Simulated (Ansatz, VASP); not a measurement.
**Au: VASP beside Ansatz**

```
Au
1.0
     0.00000    2.07826    2.07826
     2.07826    0.00000    2.07826
     2.07826    2.07826    0.00000
Au
1
Direct
  0.00000 0.00000 0.00000
```

Alike in both runs: task single point; functional PBE; k mesh 13 × 13 × 13; occupations fermi-dirac, width 0.1 eV; no spin polarisation.

|  | VASP | Ansatz |
| --- | --- | --- |
| version | VASP 6.6.1 | Ansatz 0.2.0 |
| potentials or method | VASP PAW PBE potentials, release 64 (Au) | plane waves (420 eV) with PAW, scalar-relativistic |
| plane-wave cutoff (eV) | 520 | 420 |
| valence electrons in the cell | 11 | 19 |

|  | VASP | Ansatz | Ansatz less VASP |
| --- | --- | --- | --- |
| pressure (GPa) | -0.2 | 0.0 | +0.23 |

With one functional, cell and mesh, what is left measures potentials, basis and numerics. The two sets of potentials don't hold the same shells in valence.

Spin-orbit coupling is left out, which matters for the levels of Au.
